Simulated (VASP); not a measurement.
# BaTiO3 (R3m) in VASP: single point with PBE0

Aim: the single point of BaTiO3 with PBE0.

All numbers are computed with VASP 6.6.1; they aren't measurements. Logs are shortened: lines on timing, memory, paths and dates and some standing lists are left out, and cuts for length are marked.

## 1. The crystal as given

Symmetry: R3m, No. 160, trigonal system. The conventional cell has a = 5.656 Å, b = 5.656 Å, c = 6.952 Å, α = 90.00°, β = 90.00°, γ = 120.00°. Ba (site symmetry 3m) is surrounded by 12 O at 2.77 to 2.90 Å. Ti (site symmetry 3m) has 6 O at 1.88 to 2.13 Å as nearest neighbours. O (site symmetry m) is surrounded by 2 Ti at 1.88 to 2.13 Å.

The cell is a database's computed one.

## 2. Single point, PBE0

Contents of POSCAR:

```
BaTiO3
1.0
    2.8279900000      1.6327400000      2.3174400000
   -2.8279900000      1.6327400000      2.3174400000
    0.0000000000     -3.2654800000      2.3174400000
Ba Ti O
1 1 3
Direct
    0.0002100000      0.0002100000      0.0002100000
    0.5121600000      0.5121600000      0.5121600000
    0.4886600000      0.9814000000      0.4886600000
    0.4886600000      0.4886600000      0.9814000000
    0.9814000000      0.4886600000      0.4886600000
```

Contents of INCAR.step1:

```
SYSTEM = BaTiO3
ALGO = Normal ; EDIFF = 1E-5
ENCUT = 520 ; GGA = PE
ISIF = 2 ; ISMEAR = 0
LASPH = .TRUE. ; LCHARG = .FALSE.
LREAL = .FALSE. ; LWAVE = .TRUE.
NELM = 80 ; PREC = Accurate
SIGMA = 0.02
```

Contents of INCAR.step2:

```
SYSTEM = BaTiO3
AEXX = 0.25 ; ALGO = Normal
EDIFF = 1E-6 ; ENCUT = 520
GGA = PE ; ISIF = 2
ISMEAR = 0 ; ISTART = 1
LASPH = .TRUE. ; LCHARG = .FALSE.
LHFCALC = .TRUE. ; LREAL = .FALSE.
LWAVE = .FALSE. ; NELM = 80
PREC = Accurate ; PRECFOCK = Fast
SIGMA = 0.02
```

Contents of KPOINTS:

```
k-points
0
G
  6 6 6
  0 0 0
```

Potentials or basis: VASP PAW PBE potentials, release 64 (Ba_sv, Ti_sv, O).

The run is started by

```console
> cat potpaw_PBE.64/Ba_sv/POTCAR potpaw_PBE.64/Ti_sv/POTCAR potpaw_PBE.64/O/POTCAR > POTCAR
> cp INCAR.step1 INCAR
> mpirun -np 1 vasp_std > vasp.out
> cp INCAR.step2 INCAR
> mpirun -np 1 vasp_std > vasp.out
```

OUTCAR:

```text
SYSTEM = BaTiO3
   AEXX = 0.25
   EDIFF = 1E-6
   ENCUT = 520
   GGA = PE
   ISIF = 2
   ISMEAR = 0
   ISTART = 1
   LASPH = .TRUE.
   LHFCALC = .TRUE.
   LREAL = .FALSE.
   NELM = 80
   PREC = Accurate
   PRECFOCK = Fast

 ion  position               nearest neighbor table
   1  0.000  0.000  0.000-   4 2.77   3 2.77   5 2.77   5 2.83   3 2.83   3 2.83   5 2.83   4 2.83
                             4 2.83   4 2.90   3 2.90   5 2.90   2 3.39   2 3.44   2 3.44   2 3.44
   2  0.512  0.512  0.512-   4 1.88   3 1.88   5 1.88   4 2.13   3 2.13   5 2.13   1 3.39   1 3.44
                             1 3.44   1 3.44   1 3.49   1 3.49   1 3.49   1 3.56
   3  0.489  0.981  0.489-   2 1.88   2 2.13   1 2.77   1 2.83   1 2.83   1 2.90
   4  0.489  0.489  0.981-   2 1.88   2 2.13   1 2.77   1 2.83   1 2.83   1 2.90
   5  0.981  0.489  0.489-   2 1.88   2 2.13   1 2.77   1 2.83   1 2.83   1 2.90

  LATTYP: Found a trigonal (rhomboedric) cell.
 ALAT       =     4.0042346961
 COS(alpha) =     0.0024224070

  Lattice vectors:

 A1 = (   2.8279900000,   1.6327400000,   2.3174400000)
 A2 = (  -2.8279900000,   1.6327400000,   2.3174400000)
 A3 = (   0.0000000000,  -3.2654800000,   2.3174400000)

Analysis of symmetry for initial positions (statically):
=====================================================================
 Subroutine PRICEL returns:
 Original cell was already a primitive cell.

 Routine SETGRP: Setting up the symmetry group for a
 trigonal (rhombohedral) supercell.

 Subroutine GETGRP returns: Found  6 space group operations
 (whereof  6 operations were pure point group operations)
 out of a pool of 12 trial point group operations.

The static configuration has the point symmetry C_3v.

Analysis of symmetry for dynamics (positions and initial velocities):
=====================================================================
 Subroutine PRICEL returns:
 Original cell was already a primitive cell.

 Routine SETGRP: Setting up the symmetry group for a
 trigonal (rhombohedral) supercell.

 Subroutine GETGRP returns: Found  6 space group operations
 (whereof  6 operations were pure point group operations)
 out of a pool of 12 trial point group operations.

The dynamic configuration has the point symmetry C_3v.

 Subroutine INISYM returns: Found  6 space group operations
 (whereof  6 operations are pure point group operations),
 and found     1 'primitive' translations

----------------------------------------------------------------------------------------

                                     Primitive cell

  volume of cell :      64.2029

  direct lattice vectors                    reciprocal lattice vectors
     2.827990000  1.632740000  2.317440000     0.176804020  0.102077898  0.143836877
    -2.827990000  1.632740000  2.317440000    -0.176804020  0.102077898  0.143836877
     0.000000000 -3.265480000  2.317440000     0.000000000 -0.204155795  0.143836877

  length of vectors
     4.004234696  4.004234696  4.004233732     0.249737074  0.249737074  0.249737134

  position of ions in fractional coordinates (direct lattice)
     0.000210000  0.000210000  0.000210000
     0.512160000  0.512160000  0.512160000
     0.488660000  0.981400000  0.488660000
     0.488660000  0.488660000  0.981400000
     0.981400000  0.488660000  0.488660000

  ion indices of the primitive-cell ions
   primitive index   ion index
                 1           1
                 2           2
                 3           3
                 4           4
                 5           5

----------------------------------------------------------------------------------------

 KPOINTS: k-points

Automatic generation of k-mesh.
 Grid dimensions read from file:
 generate k-points for:    6    6    6

 Generating k-lattice:

  Cartesian coordinates                     Fractional coordinates (reciprocal lattice)
     0.029467337  0.017012983  0.023972813     0.166666667 -0.000000000 -0.000000000
    -0.029467337  0.017012983  0.023972813    -0.000000000  0.166666667 -0.000000000
     0.000000000 -0.034025966  0.023972813    -0.000000000 -0.000000000  0.166666667

  Length of vectors
     0.041622846  0.041622846  0.041622856

  Shift w.r.t. Gamma in fractional coordinates (k-lattice)
     0.000000000  0.000000000  0.000000000

 Subroutine IBZKPT returns following result:
 ===========================================

 Found     32 irreducible k-points:

 Following reciprocal coordinates:
            Coordinates               Weight
  0.000000  0.000000  0.000000      1.000000
  0.166667  0.000000  0.000000      6.000000
  0.333333  0.000000 -0.000000      6.000000
  0.500000  0.000000 -0.000000      3.000000
  0.166667  0.166667  0.000000      6.000000
  0.333333  0.166667 -0.000000     12.000000
[... 16 lines left out ...]
  0.500000  0.500000  0.166667      6.000000
 -0.333333  0.500000  0.166667     12.000000
 [... further k-points ...]
   k-points           NKPTS =     32   k-points in BZ     NKDIM =    216   number of bands    NBANDS=     24
   number of dos      NEDOS =    301   number of ions     NIONS =      5
   total plane-waves  NPLWV =  27000
   dimension x,y,z NGX =    30 NGY =   30 NGZ =   30
   dimension x,y,z NGXF=    60 NGYF=   60 NGZF=   60
   ions per type =               1   1   3
   NGX,Y,Z   is equivalent  to a cutoff of  12.46, 12.46, 12.46 a.u.
   NGXF,Y,Z  is equivalent  to a cutoff of  24.91, 24.91, 24.91 a.u.
 SYSTEM =  BaTiO3
   PREC   = accura    normal or accurate (medium, high low for compatibility)
   ISTART =      1    job   : 0-new  1-cont  2-samecut
   ICHARG =      0    charge: 1-file 2-atom 10-const
   ISPIN  =      1    spin polarized calculation?
   LNONCOLLINEAR =      F non collinear calculations
   LSORBIT =      F    spin-orbit coupling
   LASPH  =      T    aspherical Exc in radial PAW
   ENCUT  =  520.0 eV  38.22 Ry    6.18 a.u.   7.45  7.45  7.45*2*pi/ulx,y,z
   NELM   =     80;   NELMIN=  2; NELMDL=  0     # of ELM steps
   EDIFF  = 0.1E-05   stopping-criterion for ELM
   LREAL  =      F    real-space projection
   EDIFFG = 0.1E-04   stopping-criterion for IOM
   NSW    =      0    number of steps for IOM
   IBRION =     -1    ionic relax: 0-MD 1-quasi-New 2-CG
   NFREE  =      0    steps in history (QN), initial steepest desc. (CG)
   ISIF   =      2    stress and relaxation
   ISYM   =      3    0-nonsym 1-usesym 2-fastsym
   POTIM  = 0.5000    time-step for ionic-motion
   TEBEG  =    0.0;   TEEND  =   0.0 temperature during run
   PSTRESS=    0.0 pullay stress
   NELECT =      40.0000    total number of electrons
   NUPDOWN=      -1.0000    fix difference up-down
   EMIN   =  10.00;   EMAX   =-10.00  energy-range for DOS
   EFERMI =   0.00;   METHOD = LEGACY
   ISMEAR =     0;   SIGMA  =   0.02  broadening in eV -4-tet -1-fermi 0-gaus
   EFERMI_NEDOS =   21; number of points for ismear=-14 and -15
   IALGO  =     38    algorithm
   IMIX   =      1    mixing-type and parameters
     AMIX     =   0.40;   BMIX     =  1.00
     AMIX_MAG =   1.60;   BMIX_MAG =  1.00
  volume/ion in A,a.u.               =      12.84        86.65
  Fermi-wavevector in a.u.,A,eV,Ry     =   1.398224  2.642259 26.599786  1.955029
  Thomas-Fermi vector in A             =   2.521403
   LORBIT       =      0    0 simple, 1 ext, 2 COOP (PROOUT), +10 PAW based schemes
   GGA     = PE    functional components
   LHFCALC =     T    Hartree Fock is set to
   PRECFOCK=fast      Normal, Fast or Accurate (Low or Medium for compatibility)
   ENCUT4O =  -1.0   cutoff for four orbital integrals eV
   NKREDX  =     1    reduce k-point grid by
   NKREDY  =     1    reduce k-point grid by
   NKREDZ  =     1    reduce k-point grid by
   AEXX    =    0.2500 exact exchange contribution
   HFSCREEN=    0.0000 screening length (either q_TF or 0.3 A-1)
   HFSCREENC=   0.0000 screening length for correlation (either q_TF or 0.3 A-1)
   ENCUTFOCK=  -1.0 apply spherical cutoff to Coloumb kernel
   IVDW    =     0    specifies the selected vdW correction
   LEPSILON=     F    determine dielectric tensor
   LRPA    =     F    only Hartree local field effects (RPA)
 non-spin polarized calculation
 Gauss-broadening in eV      SIGMA  =   0.02
  energy-cutoff  :      520.00
  volume of cell :       64.20
 maximum number of plane-waves:      1750
 NGX is ok and might be reduce to    30
  NGX = 16; NGY = 16; NGZ = 16

 number of electron      39.9999999 magnetization

 Free energy of the ion-electron system (eV)
  ---------------------------------------------------
  ext. energy  EPLUGINS =         0.00000000
  ---------------------------------------------------
  free energy    TOTEN  =       -51.18831460 eV

  energy without entropy =      -51.18831460  energy(sigma->0) =      -51.18831460

 E-fermi :   2.4433     XC(G=0):  -8.8441

 val. band max:        2.3398673976   @ k =   0.5000   0.5000   0.5000
 cond. band min:       6.8596946936   @ k =   0.0000   0.0000   0.0000
 fundamental gap:      4.5198272959
 Fermi energy:         2.4432672203

 k-point     1 :       0.0000    0.0000    0.0000
  band No.  band energies     occupation
      1     -58.4015      2.00000
      2     -32.9811      2.00000
      3     -32.9811      2.00000
      4     -32.9761      2.00000
      5     -23.8010      2.00000
      6     -16.1354      2.00000
[... 16 lines left out ...]
     23       6.9953      0.00000
     24       8.9562      0.00000

 k-point     2 :       0.1667    0.0000    0.0000
  band No.  band energies     occupation
      1     -58.4013      2.00000
      2     -32.9932      2.00000
      3     -32.9803      2.00000
      4     -32.9767      2.00000
      5     -23.7660      2.00000
      6     -16.1552      2.00000
[... 16 lines left out ...]
     23       7.3089      0.00000
     24       8.9558      0.00000
[... 565 lines left out ...]
     23       9.0587      0.00000
     24      10.4262      0.00000

 k-point    24 :      -0.3333    0.5000    0.1667
  band No.  band energies     occupation
      1     -58.3997      2.00000
      2     -33.0290      2.00000
      3     -33.0145      2.00000
      4     -32.9867      2.00000
      5     -23.5716      2.00000
      6     -15.8108      2.00000
[... 16 lines left out ...]
     23       8.8701      0.00000
     24      10.4626      0.00000

 [... further k-points ...]

------------------------ aborting loop because EDIFF is reached ----------------------------------------

  FORCE on cell =-STRESS in cart. coord.  units (eV):
  Direction    XX          YY          ZZ          XY          YZ          ZX
  --------------------------------------------------------------------------------------
  -------------------------------------------------------------------------------------
  Total        0.2937017      0.2937014      0.4446827      0.0000000      0.0000000      0.0000000
  in kB        7.3292976      7.3292905     11.0970151      0.0000000      0.0000000      0.0000000
  external PRESSURE =       8.5852011 kB  Pullay stress =       0.0000000 kB

 VOLUME and BASIS-vectors are now :
 -----------------------------------------------------------------------------
  energy-cutoff  :      520.00
  volume of cell :       64.20
      direct lattice vectors                 reciprocal lattice vectors
     2.827990000  1.632740000  2.317440000     0.176804020  0.102077898  0.143836877
    -2.827990000  1.632740000  2.317440000    -0.176804020  0.102077898  0.143836877
     0.000000000 -3.265480000  2.317440000     0.000000000 -0.204155795  0.143836877

 POSITION                                       TOTAL-FORCE (eV/Angst)
 -----------------------------------------------------------------------------------
      0.00000      0.00000      0.00146         0.000000      0.000000     -0.019982
      0.00000      0.00000      3.56070         0.000000      0.000000      0.184735
     -1.39346      0.80452      4.53922         0.144807     -0.083605     -0.054918
      0.00000     -1.60903      4.53922         0.000000      0.167209     -0.054918
      1.39346      0.80452      4.53922        -0.144807     -0.083605     -0.054918
 -----------------------------------------------------------------------------------
    total drift:                                0.000004     -0.000020      0.015011

  FREE ENERGIE OF THE ION-ELECTRON SYSTEM (eV)
  ---------------------------------------------------
  free  energy   TOTEN  =       -51.1883146015 eV

  energy  without entropy=      -51.1883146015  energy(sigma->0) =      -51.18831460
```

Run time: 1.5 h. Hardware: 1 thread of Intel Xeon Platinum 8488C (Sapphire Rapids), shared host; peak memory 0.24 GiB.

What came out:

```
Free energy            : -51.1883 eV
Pressure               : 0.9 GPa
Largest force          : 0.185 eV/Å
Band gap on the k mesh : 4.52 eV, indirect (least direct gap 4.88 eV)
```

Forces on the atoms (eV/Å):
```
Ba   0.000  0.000 -0.020
Ti   0.000  0.000  0.185
O    0.145 -0.084 -0.055
O    0.000  0.167 -0.055
O   -0.145 -0.084 -0.055
```

Caveat: the PAW data sets were made with another functional, which shifts forces and pressure a little; spin-orbit coupling is left out, which moves the levels of the heavy elements.
